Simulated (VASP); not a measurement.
# VASP 6.6.1 run: YN

INCAR

```
IBRION = -1
LWAVE = .FALSE.
EDIFF = 1E-7
ENCUT = 45
SIGMA = 0.02
NELM = 58
NSW = 0
LASPH = .TRUE.
LREAL = .FALSE.
NBANDS = 15
LCHARG = .FALSE.
PREC = Accurate
ISIF = 2
GGA = PE
ISMEAR = -1
```

KPOINTS

```
KPOINTS created by Atomic Simulation Environment
0
Gamma
10 10 10
0 0 0
```

POSCAR

```
Y  N
 1.0000000000000000
     0.0000000000000000    2.5459700684000000    2.5459700684000000
     2.5459700684000000    0.0000000000000000    2.5459700684000000
     2.5459700684000000    2.5459700684000000    0.0000000000000000
 Y   N
   1   1
Cartesian
  0.0000000000000000  0.0000000000000000  0.0000000000000000
  2.5459700684000000  2.5459700684000000  2.5459700684000000
```

The recommended PBE PAW datasets give the neutral cell 16 valence electrons.

Command

```
mpirun -np 1 vasp_std
```

Task: Predict the outcome of this run.

Result: VASP stopped with an error.

OSZICAR

```
N       E                     dE             d eps       ncg     rms          rms(c)
```

Standard output (part)

```
POSCAR found type information on POSCAR Y N
 POSCAR found :  2 types and       2 ions
 LDA part: xc-table for (Slater+PW92), standard interpolation
 POSCAR, INCAR and KPOINTS ok, starting setup
 WAVECAR not read
 entering main loop
|     EEEEEEE  RRRRRR   RRRRRR   OOOOOOO  RRRRRR      ###     ###     ###     |
|     E        R     R  R     R  O     O  R     R     ###     ###     ###     |
|     E        R     R  R     R  O     O  R     R     ###     ###     ###     |
|     EEEEE    RRRRRR   RRRRRR   O     O  RRRRRR       #       #       #      |
|     E        R    R   R    R   O     O  R    R      ###     ###     ###     |
|     EEEEEEE  R     R  R     R  OOOOOOO  R     R     ###     ###     ###     |
|     EDDAV: Call to ZHEGV failed. Returncode = 16 2 16                       |
|       ---->  I REFUSE TO CONTINUE WITH THIS SICK JOB ... BYE!!! <----       |
```

The fault: cutoff far too low.
